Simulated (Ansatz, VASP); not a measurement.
Two plane-wave programs on PbS

```
Pb S
1.0
     2.11266    1.21975    3.45192
    -2.11266    1.21975    3.45192
     0.00000   -2.43949    3.45192
Pb S
1 1
Direct
  0.98057 0.98057 0.98057
  0.47504 0.47504 0.47504
```

The cell is a database's computed one.

Alike in both runs: task single point; functional RPBE; k mesh 8 × 8 × 8; occupations gaussian, width 0.02 eV; no spin polarisation.

|  | VASP | Ansatz |
| --- | --- | --- |
| version | VASP 6.6.1 | Ansatz 0.2.0 |
| potentials or method | VASP PAW PBE potentials, release 64 (Pb, S) | Ansatz PAW |
| plane-wave cutoff (eV) | 500 | 420 |
| valence electrons in the cell | 10 | 20 |

```csv
,VASP,Ansatz,Ansatz less VASP
gap on the k mesh at the Fermi level (eV),0.56,0.55,-0.009
least direct gap on the mesh (eV),0.56,0.55,-0.009
pressure (GPa),2.4,2.8,+0.48
rms of the force components (eV/Å),0.016,0.014,-0.0022
```

Atom by atom the forces differ by 0.002 eV/Å (rms over components). The two sets of potentials don't hold the same shells in valence.

Caveats: spin-orbit coupling is left out, which as a rule narrows the gap of such compounds by several tenths of an eV; the PAW data sets were made with another functional, which shifts forces and pressure a little (VASP); the PAW data sets come from PBE, with cores solved anew for the run's functional, which leaves a small shift of forces and pressure (Ansatz). A k mesh can miss the band edges.
